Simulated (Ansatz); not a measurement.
Runs of Ansatz 0.2.0 on ZnS (Wurtzite-2H). The structure is hexagonal, space group P6_3mc (No. 186). The conventional cell has a = 3.811 Å, b = 3.811 Å, c = 6.234 Å, α = 90.00°, β = 90.00°, γ = 120.00°. Around Zn (site symmetry 3m) lie 4 S at 2.31 to 2.40 Å. S (site symmetry 3m) is surrounded by 4 Zn at 2.31 to 2.40 Å. 

```csv
task,level,potentials or basis,cell,k mesh,cutoff (eV),points for each segment of the path,mesh quality,gap on the mesh (eV),pressure (GPa),relaxed volume (Å³/atom),largest force (eV/Å)
band structure,LDA,JTH PAW LDA,as given,8 × 8 × 5,960,14,not flagged,(c),(a),-,(b)
band structure,exchange-only PBE,Ansatz PAW,as given,8 × 8 × 5,420,14,not flagged,2.29,13.0,-,0.37
relaxation of cell and atoms,r2SCAN50,Ansatz PAW,relaxed,4 × 4 × 3,500,-,coarse,6.20,0.0,19.70,-
relaxation of cell and atoms,BLYP+D3(BJ),Ansatz PAW,relaxed,8 × 8 × 5,420,-,not flagged,2.18,0.0,19.55,-
```

Alike in all rows: no spin polarisation; smearing fermi-dirac 0.05 eV.

Problem. Estimate the missing entries.

Solution. (a) -4.0; (b) 0.29; (c) 1.98.

Caveats: some runs use coarse meshes; the PAW data sets come from PBE, with cores solved anew for the run's functional, which leaves a small shift of forces and pressure (some runs); odd divisions of the mesh miss points on the zone boundary, where band edges often lie, so the gap on the mesh can be too wide (some runs); the plane-wave basis is chosen anew once the cell has moved, so the energies of steps on either side of that aren't comparable (some runs).

Runs at the PBE level aren't shown here.
